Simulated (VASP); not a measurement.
# Hg (I4/mmm) in VASP: notebook, part 2 of 2

VASP 6.6.1. The steps go on from the part before.

## 5. Single point, PBE

INCAR reads:

```
PREC = Accurate
ENCUT = 520
EDIFF = 1E-7
ISMEAR = -1
SIGMA = 0.04
LREAL = F
LASPH = T
NELM = 100
ALGO = Normal
ISIF = 2
LWAVE = F
LCHARG = T
GGA = PE
LELF = T
LVHAR = T
NBANDS = 12
```

KPOINTS reads:

```
Automatic mesh
0
Gamma
  7 7 7
```

POSCAR reads:

```
Hg
1.0
   -1.8767364354      1.8767364354      1.9168448550
    1.8767364354     -1.8767364354      1.9168448550
    1.8767364354      1.8767364354     -1.9168448550
Hg
1
Direct
    0.5000000000      0.5000000000      0.0000000000
```

Potentials or basis: VASP PAW PBE potentials, release 64 (Hg).

Started as:

```console
cat potpaw_PBE.64/Hg/POTCAR > POTCAR
mpirun -np 1 vasp_std > vasp.out
```

OUTCAR:

```text
PREC = Accurate
   ENCUT = 520
   EDIFF = 1E-7
   ISMEAR = -1
   LREAL = F
   LASPH = T
   NELM = 100
   ISIF = 2
   GGA = PE

 ion  position               nearest neighbor table
   1  0.500  0.500  0.000-

  LATTYP: Found a body centered tetragonal cell.
 ALAT       =     3.7534728708
 C/A-ratio  =     1.0213713651

  Lattice vectors:

 A1 = (  -1.8767364354,   1.8767364354,   1.9168448550)
 A2 = (   1.8767364354,  -1.8767364354,   1.9168448550)
 A3 = (   1.8767364354,   1.8767364354,  -1.9168448550)

Analysis of symmetry for initial positions (statically):
=====================================================================
 Subroutine PRICEL returns:
 Original cell was already a primitive cell.

 Routine SETGRP: Setting up the symmetry group for a
 body centered tetragonal supercell.

 Subroutine GETGRP returns: Found 16 space group operations
 (whereof 16 operations were pure point group operations)
 out of a pool of 16 trial point group operations.

The static configuration has the point symmetry D_4h.

[... 166 lines left out ...]
  band No.  band energies     occupation
      1      -6.2563      2.00000
      2      -4.9737      2.00000
      3      -4.9737      2.00000
      4      -4.9286      2.00000
      5      -4.2984      2.00000
      6      -4.2485      2.00000
      7      16.1298      0.00000
      8      16.2384      0.00000
      9      16.2384      0.00000
     10      16.3110      0.00000
     11      16.7108      0.00000
     12      16.7108      0.00000
[... 331 lines left out ...]
 k-point    24 :      -0.4286    0.4286    0.1429
  band No.  band energies     occupation
      1      -5.3236      2.00000
      2      -5.0918      2.00000
      3      -4.5735      2.00000
      4      -4.3860      2.00000
      5      -3.8630      2.00000
      6      -0.6791      2.00000
      7       3.1579      0.00000
      8       9.1497      0.00000
      9      10.3734      0.00000
     10      16.5400      0.00000
     11      17.5431      0.00000
     12      17.7330      0.00000

 [... further k-points ...]

------------------------ aborting loop because EDIFF is reached ----------------------------------------

  FORCE on cell =-STRESS in cart. coord.  units (eV):
  Direction    XX          YY          ZZ          XY          YZ          ZX
  --------------------------------------------------------------------------------------
  -------------------------------------------------------------------------------------
  Total        0.1385388      0.1385388      0.1150296      0.0000000      0.0000000      0.0000000
  in kB        8.2191768      8.2191768      6.8244355      0.0000000      0.0000000      0.0000000
  external PRESSURE =       7.7542631 kB  Pullay stress =       0.0000000 kB

 VOLUME and BASIS-vectors are now :
 -----------------------------------------------------------------------------
  energy-cutoff  :      520.00
  volume of cell :       27.01
      direct lattice vectors                 reciprocal lattice vectors
    -1.876736435  1.876736435  1.916844855     0.000000000  0.266419935  0.260845315
     1.876736435 -1.876736435  1.916844855     0.266419935  0.000000000  0.260845315
     1.876736435  1.876736435 -1.916844855     0.266419935  0.266419935  0.000000000

 POSITION                                       TOTAL-FORCE (eV/Angst)
 -----------------------------------------------------------------------------------
      0.00000      0.00000      1.91684        -0.000000      0.000000      0.000000
 -----------------------------------------------------------------------------------
    total drift:                               -0.000000      0.000000      0.000000

  FREE ENERGIE OF THE ION-ELECTRON SYSTEM (eV)
  ---------------------------------------------------
  free  energy   TOTEN  =        -0.1696574577 eV

  energy  without entropy=       -0.1662187229  energy(sigma->0) =       -0.16793809
```

OSZICAR:

```text
N       E                     dE             d eps       ncg     rms          rms(c)
DAV:   1     0.732368358819E+02    0.73237E+02   -0.62995E+03   968   0.942E+02
DAV:   2     0.118738504708E+01   -0.72049E+02   -0.68099E+02  1080   0.224E+02
DAV:   3    -0.187064948041E+00   -0.13744E+01   -0.13733E+01  1104   0.343E+01
DAV:   4    -0.188439114020E+00   -0.13742E-02   -0.13741E-02  1056   0.116E+00
DAV:   5    -0.188441163102E+00   -0.20491E-05   -0.20492E-05  1096   0.425E-02    0.238E+00
DAV:   6    -0.170268043449E+00    0.18173E-01   -0.46676E-02  1108   0.242E+00    0.186E+00
DAV:   7    -0.169418199970E+00    0.84984E-03   -0.68760E-03  1100   0.803E-01    0.861E-01
DAV:   8    -0.169626579598E+00   -0.20838E-03   -0.81614E-04  1000   0.344E-01    0.350E-02
DAV:   9    -0.169652566400E+00   -0.25987E-04   -0.15110E-05  1064   0.342E-02    0.130E-02
DAV:  10    -0.169657535735E+00   -0.49693E-05   -0.53512E-06  1016   0.233E-02    0.742E-04
DAV:  11    -0.169657457692E+00    0.78043E-07   -0.25190E-08   808   0.108E-03
   1 F= -.16965746E+00 E0= -.16793809E+00  d E =-.343873E-02
```

stdout:

```text
POSCAR found type information on POSCAR Hg
 POSCAR found :  1 types and       1 ions
 scaLAPACK will be used
 LDA part: xc-table for (Slater+PW92), standard interpolation
 POSCAR, INCAR and KPOINTS ok, starting setup
 FFT: planning ... GRIDC
 FFT: planning ... GRID_SOFT
 FFT: planning ... GRID
 WAVECAR not read
 entering main loop
```

It took 5.9 s on 1 thread of AMD EPYC 9R45 (Zen 5), shared host; peak memory 0.11 GiB.

Results:

```
Free energy            : -0.1697 eV
Pressure               : 0.8 GPa
Band gap on the k mesh : none (metal or under the smearing width)
```

Stress tensor (GPa, compression positive):
```
0.82 0.00 0.00
0.00 0.82 0.00
0.00 0.00 0.68
```

Levels at points of the mesh, in eV from the Fermi level:
```tsv
k point	band 3	band 4	band 5	band 6	band 7	band 8	band 9	band 10
(0.00, 0.00, 0.00)	-6.53	-6.49	-5.86	-5.81	14.57	14.68	14.68	14.75
```

## 6. Overview

```tsv
level	potentials or basis	spin	cell	k mesh	smearing	mesh quality	gap on the mesh (eV)	pressure (GPa)	moment (μB)
LDA	VASP PAW LDA potentials, release 64 (Hg)	collinear, typed start	volume scaled by 1.02	10 × 10 × 10	gaussian 0.15 eV	not flagged	none	-4.4	0.00
LDA	VASP PAW LDA potentials, release 64 (Hg)	collinear, typed start	volume scaled by 0.98	10 × 10 × 10	gaussian 0.15 eV	not flagged	none	-4.0	0.00
PBE	VASP PAW PBE potentials, release 64 (Hg)	off	as given	4 × 4 × 4	fermi-dirac 0.03 eV	coarse	none	-0.5	-
PBE	VASP PAW PBE potentials, release 64 (Hg)	off	as given	7 × 7 × 7	fermi-dirac 0.04 eV	not flagged	none	0.8	-
```

Alike in all rows: task single point; cutoff (eV) 520.

Caveats: some runs use coarse meshes.

Total energies depend on the potentials used, so only differences within one code and one set of settings carry meaning.
